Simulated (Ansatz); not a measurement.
CsSnI3:

```
CELL_PARAMETERS angstrom
6.20570 0.00000 0.00000
0.00000 6.20570 0.00000
0.00000 0.00000 6.20570
ATOMIC_POSITIONS crystal
Cs 0.00000 0.00000 0.00000
I 0.50000 0.50000 0.00000
I 0.50000 0.00000 0.50000
I 0.00000 0.50000 0.50000
Sn 0.50000 0.50000 0.50000
```

- Program: Ansatz 0.2.0
- Task: relaxation of cell and atoms
- Functional: LDA
- Potentials or basis: Ansatz PAW
- Cutoff: 420 eV (not typed: the program's choice for these potentials)
- k mesh: 5 × 5 × 5
- Occupations: fermi-dirac, width 0.05 eV
- Spin: no spin polarisation

At the start: volume 47.80 Å³/atom.

Task: How do energy, volume and symmetry change on relaxing?

Result: It ends after 5 steps and the volume is 43.66 Å³/atom (-8.7 %); space group Pm-3m (No. 221, to 0.05 Å).

Step by step:
```csv
step,energy change (eV),largest force (eV/Å),volume (Å³)
1,0.0000,0.0000,238.99
2,-0.0825,0.0000,228.56
3,-0.1135,0.0000,216.09
4,-0.1144,0.0000,218.28
5,-0.1118,0.0000,218.28
```

Final structure:
```
Cs I Sn
1.0
     6.02101    0.00000    0.00000
     0.00000    6.02101    0.00000
     0.00000    0.00000    6.02101
Cs I Sn
1 3 1
Direct
  0.00000 0.00000 0.00000
  0.50000 0.50000 0.00000
  0.50000 0.00000 0.50000
  0.00000 0.50000 0.50000
  0.50000 0.50000 0.50000
```

Caveat: the plane-wave basis is chosen anew once the cell has moved, so the energies of steps on either side of that aren't comparable; the PAW data sets come from PBE, with cores solved anew for the run's functional, which leaves a small shift of forces and pressure.
